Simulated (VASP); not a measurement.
Ir, 4 atoms in the cell. Symmetry: P6_3/mmc, No. 194, hexagonal system. The conventional cell has a = 3.441 Å, b = 3.441 Å, c = 5.678 Å, α = 90.00°, β = 90.00°, γ = 120.00°. Ir (site symmetry 3m) is surrounded by 4 Ir at 2.11 to 2.13 Å. The cell was built by a generator and needn't be a form met in nature.

| Property | Result |
| --- | --- |
| Program | VASP 6.6.1 |
| Task | relaxation of cell and atoms |
| Functional | PBE |
| Potentials or basis | VASP PAW PBE potentials, release 64 (Ir) |
| Cutoff | 600 eV |
| k mesh | 6 × 6 × 4 |
| Occupations | gaussian, width 0.1 eV |
| Spin | no spin polarisation |
| Dipole correction | no |
| Further INCAR settings | ALGO = Normal; EDIFF = 1e-06; IBRION = 2; EDIFFG = -0.04; NSW = 90; ISIF = 3 |

Potentials or basis: VASP PAW PBE potentials, release 64 (Ir).

The run is started by

```sh
$ cat potpaw_PBE.64/Ir/POTCAR > POTCAR
$ mpirun -np 1 vasp_std > vasp.out
```

Hardware: 1 thread of Intel(R) Xeon(R) 6975P-C (Granite Rapids), with other jobs on the host.

How long does it take, and how much memory?

It took 4.1 min on 1 thread of Intel(R) Xeon(R) 6975P-C (Granite Rapids), on a shared host, peak memory 0.21 GiB. Counts: scf iterations 217, k points 21, ion steps 28.
